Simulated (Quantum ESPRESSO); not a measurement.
**BP: zone-centre phonons and dielectric response under several settings**

```
CELL_PARAMETERS angstrom
0.00000 2.26900 2.26900
2.26900 0.00000 2.26900
2.26900 2.26900 0.00000
ATOMIC_POSITIONS crystal
P 0.75000 0.75000 0.75000
B 0.00000 0.00000 0.00000
```

All runs used Quantum ESPRESSO 7.5; k mesh 6 × 6 × 6, shifted; relaxed cell; no spin polarisation; cutoff 1034 eV; occupations smeared at first, fixed for the response.

| level | potentials | volume (Å³/atom) | lowest optical mode without the field (cm⁻¹) | highest mode with the field (cm⁻¹) | ε∞ (mean) | ε0 (mean) | Born charge of atom 1 (e) |
| --- | --- | --- | --- | --- | --- | --- | --- |
| LDA | PseudoDojo 0.4.1 SR LDA standard | 11.29 | 821 | 829 | 9.13 | 9.3 | 0.64 |
| PBE | PseudoDojo 0.4.1 SR PBE standard | 11.75 | 800 | 804 | 9.12 | 9.2 | 0.50 |
| revPBE | PseudoDojo 0.4.1 SR PBE standard | 11.80 | 797 | 802 | 9.06 | 9.2 | 0.48 |
| RPBE | PseudoDojo 0.4.1 SR PBE standard | 11.82 | 796 | 800 | 9.04 | 9.1 | 0.48 |
| PW91 | PseudoDojo 0.4.1 SR PBE standard | 11.78 | 798 | 802 | 9.09 | 9.2 | 0.49 |
| vdW-DF-cx | PseudoDojo 0.4.1 SR PBE standard | ? | ? | ? | ? | ? | ? |

Q: What stands in the row left open?

A: Volume 11.67 Å³/atom; lowest optical mode without the field 805 cm⁻¹; highest mode with the field 810 cm⁻¹; ε∞ 9.19; ε0 9.3; Born charge of atom 1 0.52 e.

Caveats: the potentials were made for another functional, which shifts forces and pressure (some runs).

For the row left open. Caveat: the potentials were made for another functional, which shifts forces and pressure.
